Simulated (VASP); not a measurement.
# Te (P3_121) in VASP: a series of runs

Runs on Te. Level: PBEsol. Tasks: dielectric tensor.

All numbers are computed with VASP 6.6.1; they aren't measurements. Logs are shortened: lines on timing, memory, paths and dates and some standing lists are left out, and cuts for length are marked.

## (1) Starting point

It takes space group P3_121 (No. 152, trigonal). The conventional cell has a = 4.454 Å, b = 4.454 Å, c = 5.924 Å, α = 90.00°, β = 90.00°, γ = 120.00°. Te (site symmetry 2) is surrounded by 2 Te at 2.86 Å.

## (2) Dielectric tensor, PBEsol

Input file INCAR:

```
ALGO = Normal ; EDIFF = 1E-8
ENCUT = 350 ; GGA = PS
ISIF = 2 ; ISMEAR = 0
LASPH = True ; LCHARG = False
LEPSILON = True ; LREAL = False
LWAVE = False ; NELM = 100
PREC = Accurate ; SIGMA = 0.01
```

Input file KPOINTS:

```
k-points
0
Gamma
  5 5 3
```

Input file POSCAR:

```
Te
1.0
    4.4540000000      0.0000000000      0.0000000000
   -2.2270000000      3.8572771485      0.0000000000
    0.0000000000      0.0000000000      5.9240000000
Te
3
Direct
    0.7310000000      0.7310000000      0.0000000000
    0.0000000000      0.2690000000      0.6666666667
    0.2690000000      0.0000000000      0.3333333333
```

Potentials or basis: VASP PAW PBE potentials, release 64 (Te).

The run is started by

```console
cat potpaw_PBE.64/Te/POTCAR > POTCAR
mpirun -np 1 vasp_std > vasp.out
```

OUTCAR:

```text
EDIFF = 1E-8
   ENCUT = 350
   GGA = PS
   ISIF = 2
   ISMEAR = 0
   LASPH = True
   LEPSILON = True
   LREAL = False
   NELM = 100
   PREC = Accurate

 Found     12 irreducible k-points:

 Following reciprocal coordinates:
            Coordinates               Weight
  0.000000  0.000000  0.000000      1.000000
  0.200000  0.000000  0.000000      6.000000
  0.400000  0.000000  0.000000      6.000000
  0.200000  0.200000  0.000000      6.000000
  0.400000  0.200000  0.000000      6.000000
  0.000000  0.000000  0.333333      2.000000
   k-points           NKPTS =     12   k-points in BZ     NKDIM =     12   number of bands    NBANDS=     13
   number of dos      NEDOS =    301   number of ions     NIONS =      3
   total plane-waves  NPLWV =  28224
   dimension x,y,z NGX =    28 NGY =   28 NGZ =   36
   dimension x,y,z NGXF=    56 NGYF=   56 NGZF=   72
   ions per type =               3
   NGX,Y,Z   is equivalent  to a cutoff of  10.45, 10.45, 10.10 a.u.
   NGXF,Y,Z  is equivalent  to a cutoff of  20.90, 20.90, 20.21 a.u.
 SYSTEM =  unknown system
   PREC   = accura    normal or accurate (medium, high low for compatibility)
   ISTART =      0    job   : 0-new  1-cont  2-samecut
   ICHARG =      2    charge: 1-file 2-atom 10-const
   ISPIN  =      1    spin polarized calculation?
   LNONCOLLINEAR =      F non collinear calculations
   LSORBIT =      F    spin-orbit coupling
   LASPH  =      T    aspherical Exc in radial PAW
   ENCUT  =  350.0 eV  25.72 Ry    5.07 a.u.   6.79  6.79  9.04*2*pi/ulx,y,z
   NELM   =    100;   NELMIN=  2; NELMDL= -5     # of ELM steps
   EDIFF  = 0.1E-07   stopping-criterion for ELM
   LREAL  =      F    real-space projection
   EDIFFG = 0.1E-06   stopping-criterion for IOM
   NSW    =      0    number of steps for IOM
   IBRION =     -1    ionic relax: 0-MD 1-quasi-New 2-CG
   NFREE  =      0    steps in history (QN), initial steepest desc. (CG)
   ISIF   =      2    stress and relaxation
   ISYM   =      2    0-nonsym 1-usesym 2-fastsym
   POTIM  = 0.5000    time-step for ionic-motion
   TEBEG  =    0.0;   TEEND  =   0.0 temperature during run
   PSTRESS=    0.0 pullay stress
   NELECT =      18.0000    total number of electrons
   NUPDOWN=      -1.0000    fix difference up-down
   EMIN   =  10.00;   EMAX   =-10.00  energy-range for DOS
   EFERMI =   0.00;   METHOD = LEGACY
   ISMEAR =     0;   SIGMA  =   0.01  broadening in eV -4-tet -1-fermi 0-gaus
   EFERMI_NEDOS =   21; number of points for ismear=-14 and -15
   IALGO  =     38    algorithm
   IMIX   =      4    mixing-type and parameters
     AMIX     =   0.40;   BMIX     =  1.00
     AMIX_MAG =   1.60;   BMIX_MAG =  1.00
[... 148 lines left out ...]
      1.19813      0.00000      1.97467         0.139299      0.000000     -0.000000
 -----------------------------------------------------------------------------------
    total drift:                                0.000000     -0.000000      0.000000

  FREE ENERGIE OF THE ION-ELECTRON SYSTEM (eV)
  ---------------------------------------------------
  free  energy   TOTEN  =       -10.5415375110 eV

  energy  without entropy=      -10.5415375110  energy(sigma->0) =      -10.54153751

 HEAD OF MICROSCOPIC STATIC DIELECTRIC TENSOR (INDEPENDENT PARTICLE, excluding Hartree and local field effects)
 ------------------------------------------------------
          34.461149     0.000000     0.000000
           0.000000    34.461149     0.000000
           0.000000     0.000000    57.193072
 ------------------------------------------------------

 Free energy of the ion-electron system (eV)
  ---------------------------------------------------
  ---------------------------------------------------
  free energy    TOTEN  =        -9.00678034 eV

  energy without entropy =       -9.00678034

------------------------ aborting loop because EDIFF is reached ----------------------------------------

--------------------------------------- Ionic step        2  -------------------------------------------

------------------------ aborting loop because EDIFF is reached ----------------------------------------

--------------------------------------- Ionic step        3  -------------------------------------------

 Free energy of the ion-electron system (eV)
  ---------------------------------------------------
  ---------------------------------------------------
  free energy    TOTEN  =       -15.85085422 eV

  energy without entropy =      -15.85085422

------------------------ aborting loop because EDIFF is reached ----------------------------------------

 PIEZOELECTRIC TENSOR FIELD DIRECTION 3  (e Angst)
 -----------------------------------------------------------------------------
     0.01299  0.00000  0.00000           ( -0.00001  0.00000  0.00000)
    -0.00000  0.01299  0.00000           (  0.00000 -0.00001 -0.00000)
    -0.00000 -0.00000  0.03521           (  0.00000 -0.00000 -0.00004)

 PIEZOELECTRIC TENSOR FIELD DIRECTION 3  (C/m^2)
 -----------------------------------------------------------------------------
     0.00205  0.00000  0.00000
    -0.00000  0.00205  0.00000
    -0.00000 -0.00000  0.00554

 MACROSCOPIC STATIC DIELECTRIC TENSOR (including local field effects in DFT)
 ------------------------------------------------------
          31.621709     0.000000     0.000000
           0.000000    31.621709     0.000000
           0.000000     0.000000    54.882473
 ------------------------------------------------------

 PIEZOELECTRIC TENSOR (including local field effects)  for field in x, y, z        (e  Angst)
          XX          YY          ZZ          XY          YZ          ZX
  --------------------------------------------------------------------------------
  x    -2.89488     2.89488     0.00000     0.00000     0.38176     0.00000
  y     0.00000    -0.00000    -0.00000     2.89488     0.00000    -0.38176
  z     0.00000     0.00000     0.00000    -0.00000     0.00000     0.00000

 PIEZOELECTRIC TENSOR (including local field effects)  for field in x, y, z        (C/m^2)
          XX          YY          ZZ          XY          YZ          ZX
  --------------------------------------------------------------------------------
  x    -0.45572     0.45572     0.00000     0.00000     0.06010     0.00000
  y     0.00000    -0.00000    -0.00000     0.45572     0.00000    -0.06010
  z     0.00000     0.00000     0.00000    -0.00000     0.00000     0.00000

 BORN EFFECTIVE CHARGES (including local field effects) (in |e|, cummulative output)
 ---------------------------------------------------------------------------------
 ion    1
    1    -1.27405     2.20671     2.15298
    2     2.20671     1.27405    -1.24302
    3     2.42959    -1.40272     0.00000
 ion    2
    1    -1.27405    -2.20671    -2.15298
    2    -2.20671     1.27405    -1.24302
    3    -2.42959    -1.40272     0.00000
 ion    3
    1     2.54809     0.00000     0.00000
    2     0.00000    -2.54809     2.48604
    3     0.00000     2.80545     0.00000
```

Wall time 98 s (1 thread of AMD EPYC 9R45 (Zen 5), shared host); peak memory 0.17 GiB.

The run converged, but some of its settings lie outside the range that counts as converged, so its numbers aren't taken as properties of the crystal.

Results:

```yaml
Band_gap_on_the_k_mesh: 0.88 eV, indirect (least direct gap 1.20 eV)
Electronic_dielectric_tensor_diagonal: 31.62, 31.62, 54.88
Born_charges_mean_of_the_diagonal: Te +0.00 e
```

Caveat: the PAW data sets were made with another functional, which shifts forces and pressure a little; spin-orbit coupling is left out, which moves the levels of the heavy elements; an odd mesh through Γ misses points on the zone boundary, where band edges often lie.

## (3) Dielectric tensor, PBEsol

Changes to INCAR since step 2:

```diff
@@ -1,3 +1,3 @@
 ALGO = Normal ; EDIFF = 1E-8
-ENCUT = 350 ; GGA = PS
+ENCUT = 300 ; GGA = PS
 ISIF = 2 ; ISMEAR = 0
```

Input file KPOINTS:

```
k-points
0
Gamma
  6 6 4
```

POSCAR is that of step 2.

Potentials or basis: VASP PAW PBE potentials, release 64 (Te).

The run is started by

```console
cat potpaw_PBE.64/Te/POTCAR > POTCAR
mpirun -np 1 vasp_std > vasp.out
```

OUTCAR:

```text
EDIFF = 1E-8
   ENCUT = 300
   GGA = PS
   ISIF = 2
   ISMEAR = 0
   LASPH = True
   LEPSILON = True
   LREAL = False
   NELM = 100
   PREC = Accurate

 Found     24 irreducible k-points:

 Following reciprocal coordinates:
            Coordinates               Weight
  0.000000  0.000000  0.000000      1.000000
  0.166667  0.000000  0.000000      6.000000
  0.333333  0.000000  0.000000      6.000000
  0.500000  0.000000  0.000000      3.000000
  0.166667  0.166667  0.000000      6.000000
  0.333333  0.166667  0.000000     12.000000
   k-points           NKPTS =     24   k-points in BZ     NKDIM =     24   number of bands    NBANDS=     13
   number of dos      NEDOS =    301   number of ions     NIONS =      3
   total plane-waves  NPLWV =  28224
   dimension x,y,z NGX =    28 NGY =   28 NGZ =   36
   dimension x,y,z NGXF=    56 NGYF=   56 NGZF=   72
   ions per type =               3
   NGX,Y,Z   is equivalent  to a cutoff of  10.45, 10.45, 10.10 a.u.
   NGXF,Y,Z  is equivalent  to a cutoff of  20.90, 20.90, 20.21 a.u.
 SYSTEM =  unknown system
   PREC   = accura    normal or accurate (medium, high low for compatibility)
   ISTART =      0    job   : 0-new  1-cont  2-samecut
   ICHARG =      2    charge: 1-file 2-atom 10-const
   ISPIN  =      1    spin polarized calculation?
   LNONCOLLINEAR =      F non collinear calculations
   LSORBIT =      F    spin-orbit coupling
   LASPH  =      T    aspherical Exc in radial PAW
   ENCUT  =  300.0 eV  22.05 Ry    4.70 a.u.   6.29  6.29  8.37*2*pi/ulx,y,z
   NELM   =    100;   NELMIN=  2; NELMDL= -5     # of ELM steps
   EDIFF  = 0.1E-07   stopping-criterion for ELM
   LREAL  =      F    real-space projection
   EDIFFG = 0.1E-06   stopping-criterion for IOM
   NSW    =      0    number of steps for IOM
   IBRION =     -1    ionic relax: 0-MD 1-quasi-New 2-CG
   NFREE  =      0    steps in history (QN), initial steepest desc. (CG)
   ISIF   =      2    stress and relaxation
   ISYM   =      2    0-nonsym 1-usesym 2-fastsym
   POTIM  = 0.5000    time-step for ionic-motion
   TEBEG  =    0.0;   TEEND  =   0.0 temperature during run
   PSTRESS=    0.0 pullay stress
   NELECT =      18.0000    total number of electrons
   NUPDOWN=      -1.0000    fix difference up-down
   EMIN   =  10.00;   EMAX   =-10.00  energy-range for DOS
   EFERMI =   0.00;   METHOD = LEGACY
   ISMEAR =     0;   SIGMA  =   0.01  broadening in eV -4-tet -1-fermi 0-gaus
   EFERMI_NEDOS =   21; number of points for ismear=-14 and -15
   IALGO  =     38    algorithm
   IMIX   =      4    mixing-type and parameters
     AMIX     =   0.40;   BMIX     =  1.00
     AMIX_MAG =   1.60;   BMIX_MAG =  1.00
  volume/ion in A,a.u.               =      33.93       228.94
  Fermi-wavevector in a.u.,A,eV,Ry     =   0.918933  1.736531 11.489263  0.844437
  Thomas-Fermi vector in A             =   2.044070
   LORBIT       =      0    0 simple, 1 ext, 2 COOP (PROOUT), +10 PAW based schemes
   GGA     = PS    functional components
   LHFCALC =     F    Hartree Fock is set to
   AEXX    =    0.0000 exact exchange contribution
   IVDW    =     0    specifies the selected vdW correction
   LEPSILON=     T    determine dielectric tensor
   LRPA    =     F    only Hartree local field effects (RPA)
[... 119 lines left out ...]
  --------------------------------------------------------------------------------------
  -------------------------------------------------------------------------------------
  Total       -0.5959957     -0.5959957     -0.4454252      0.0000000      0.0000000      0.0000000
  in kB       -9.3822626     -9.3822626     -7.0119576      0.0000000      0.0000000      0.0000000
  external PRESSURE =      -8.5921609 kB  Pullay stress =       0.0000000 kB

 VOLUME and BASIS-vectors are now :
 -----------------------------------------------------------------------------
  energy-cutoff  :      300.00
  volume of cell :      101.78
      direct lattice vectors                 reciprocal lattice vectors
     4.454000000  0.000000000  0.000000000     0.224517288  0.129625117  0.000000000
    -2.227000000  3.857277149  0.000000000     0.000000000  0.259250233  0.000000000
     0.000000000  0.000000000  5.924000000     0.000000000  0.000000000  0.168804862

 POSITION                                       TOTAL-FORCE (eV/Angst)
 -----------------------------------------------------------------------------------
      1.62794      2.81967      0.00000        -0.058901     -0.102020     -0.000000
     -0.59906      1.03761      3.94933        -0.058901      0.102020      0.000000
      1.19813      0.00000      1.97467         0.117803      0.000000     -0.000000
 -----------------------------------------------------------------------------------
    total drift:                                0.000000     -0.000000      0.000000

  FREE ENERGIE OF THE ION-ELECTRON SYSTEM (eV)
  ---------------------------------------------------
  free  energy   TOTEN  =       -10.5411666232 eV

  energy  without entropy=      -10.5411666232  energy(sigma->0) =      -10.54116662

 HEAD OF MICROSCOPIC STATIC DIELECTRIC TENSOR (INDEPENDENT PARTICLE, excluding Hartree and local field effects)
 ------------------------------------------------------
         951.507316    -0.000000     0.000000
           0.000000   951.507316     0.000000
          -0.000000     0.000000    65.350349
 ------------------------------------------------------

 Free energy of the ion-electron system (eV)
  ---------------------------------------------------
  ---------------------------------------------------
  free energy    TOTEN  =      -263.28485794 eV

  energy without entropy =     -263.28485794

------------------------ aborting loop because EDIFF is reached ----------------------------------------

--------------------------------------- Ionic step        2  -------------------------------------------

------------------------ aborting loop because EDIFF is reached ----------------------------------------

--------------------------------------- Ionic step        3  -------------------------------------------

 Free energy of the ion-electron system (eV)
  ---------------------------------------------------
  ---------------------------------------------------
  free energy    TOTEN  =       -18.19468229 eV

  energy without entropy =      -18.19468229

------------------------ aborting loop because EDIFF is reached ----------------------------------------

 PIEZOELECTRIC TENSOR FIELD DIRECTION 3  (e Angst)
 -----------------------------------------------------------------------------
     0.00402  0.00001  0.00000           ( -0.00001  0.00000  0.00000)
    -0.00001  0.00402  0.00000           ( -0.00000 -0.00001  0.00000)
     0.00000  0.00000  0.02183           (  0.00000  0.00000 -0.00001)

 PIEZOELECTRIC TENSOR FIELD DIRECTION 3  (C/m^2)
 -----------------------------------------------------------------------------
     0.00063  0.00000  0.00000
    -0.00000  0.00063  0.00000
     0.00000  0.00000  0.00344

 MACROSCOPIC STATIC DIELECTRIC TENSOR (including local field effects in DFT)
 ------------------------------------------------------
         916.025362     0.000000     0.000000
          -0.000000   916.025362     0.000000
           0.000000     0.000000    62.940708
 ------------------------------------------------------

 PIEZOELECTRIC TENSOR (including local field effects)  for field in x, y, z        (e  Angst)
          XX          YY          ZZ          XY          YZ          ZX
  --------------------------------------------------------------------------------
  x   -15.38992    15.38992    -0.00000     0.00000    14.30526     0.00000
  y     0.00000    -0.00000     0.00000    15.38992    -0.00000   -14.30661
  z     0.00000     0.00000     0.00000    -0.00001     0.00000     0.00000

 PIEZOELECTRIC TENSOR (including local field effects)  for field in x, y, z        (C/m^2)
          XX          YY          ZZ          XY          YZ          ZX
  --------------------------------------------------------------------------------
  x    -2.42271     2.42271    -0.00000     0.00000     2.25196     0.00000
  y     0.00000    -0.00000     0.00000     2.42271    -0.00000    -2.25217
  z     0.00000     0.00000     0.00000    -0.00000     0.00000     0.00000

 BORN EFFECTIVE CHARGES (including local field effects) (in |e|, cummulative output)
 ---------------------------------------------------------------------------------
 ion    1
    1    -1.38235     2.39429     3.78056
    2     2.39429     1.38235    -2.18271
    3     2.57725    -1.48798    -0.00000
 ion    2
    1    -1.38235    -2.39429    -3.78056
    2    -2.39429     1.38235    -2.18271
    3    -2.57725    -1.48798    -0.00000
 ion    3
    1     2.76469     0.00000     0.00000
    2     0.00000    -2.76469     4.36541
    3    -0.00000     2.97595    -0.00000
```

Wall time 2.6 min (1 thread of AMD EPYC 9R45 (Zen 5), shared host); peak memory 0.2 GiB.

These settings aren't checked as converged: the numbers below hold their error.

Results:

```
Band gap on the k mesh                  : 0.13 eV, direct
Electronic dielectric tensor (diagonal) : 916.03, 916.03, 62.94
Born charges (mean of the diagonal)     : Te +0.00 e
```

Caveat: the gap is small at this level, which inflates the dielectric constant; the PAW data sets were made with another functional, which shifts forces and pressure a little; spin-orbit coupling is left out, which moves the levels of the heavy elements.
